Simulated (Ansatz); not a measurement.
Theory: DFT PBE, scalar-relativistic, plane waves, PAW (Ansatz 0.2.0). Settings: cutoff 420 eV, Γ-centred meshes spaced at most about 0.3 Å⁻¹, and about 0.25 Å⁻¹ or finer for metals (2π included), Gaussian smearing. No spin polarisation.

All energies are static (0 K, no zero-point motion).

Problem. Order these relaxed structures of Zn2Si3N3 by energy, lowest first, with the energy over the lowest of them.
A.

```xyz
8
Lattice="6.5031 0.0000 0.0000 -3.2515 5.6318 0.0000 0.0000 0.0000 2.8944" Properties=species:S:1:pos:R:3 pbc="T T T"
Zn    0.0000    3.7545    0.0000
Zn    3.2515    1.8773    0.0000
Si   -2.5754    4.4608    1.4472
Si    5.1508    0.0000    1.4472
Si    0.6761    1.1711    1.4472
N    -2.0404    3.5342    0.0000
N     4.0809    0.0000    0.0000
N     1.2111    2.0977    0.0000
```

B.

```xyz
16
Lattice="2.8824 0.0000 0.0000 -1.4412 2.4962 0.0000 0.0000 0.0000 34.3285" Properties=species:S:1:pos:R:3 pbc="T T T"
Zn    1.4412    0.8321   20.5442
Zn    0.0000    1.6641   13.7843
Zn    1.4412    0.8321   16.0553
Zn    0.0000    1.6641   18.2733
Si    0.0000    0.0000    1.2009
Si    0.0000    0.0000   33.1276
Si    1.4412    0.8321   28.0179
Si    1.4412    0.8321   25.5870
Si    0.0000    1.6641    6.3106
Si    0.0000    1.6641    8.7415
N     0.0000    1.6641    1.7666
N     1.4412    0.8321   32.5619
N     0.0000    0.0000   28.5830
N     0.0000    0.0000   25.0183
N     0.0000    0.0000    5.7456
N     0.0000    0.0000    9.3102
```

C.

```xyz
8
Lattice="3.0234 0.0000 0.0000 0.0000 3.0234 0.0000 0.0000 0.0000 10.6278" Properties=species:S:1:pos:R:3 pbc="T T T"
Zn    1.5117    0.0000    7.1584
Zn    0.0000    1.5117    3.4695
Si    0.0000    1.5117    9.5054
Si    1.5117    0.0000    1.1224
Si    0.0000    0.0000    5.3139
N     0.0000    0.0000    0.0000
N     1.5117    1.5117    1.9639
N     1.5117    1.5117    8.6639
```

Solution. B (0 meV/atom), C (188 meV/atom), A (380 meV/atom). Forms: B P-3m1; C P-4m2; A P-62m. B holds Si–Si pairs (shortest 2.40 Å); A holds Si–Si units of three or more atoms (shortest 2.34 Å) (bonds between like non-metal atoms; other contacts aren't counted). All come from invented guesses.

Weakly bound directions are ill-defined at this level, which has no dispersion term (P-3m1), and this can change margins and order among such cells. In P-4m2, P-62m an odd number of electrons in the primitive cell allows no gap without spin; a larger cell or a magnetic state could open one. Cells relaxed within their symmetry can be saddle points. Some types were kept out of the candidates beforehand, so the set may lack a known form.
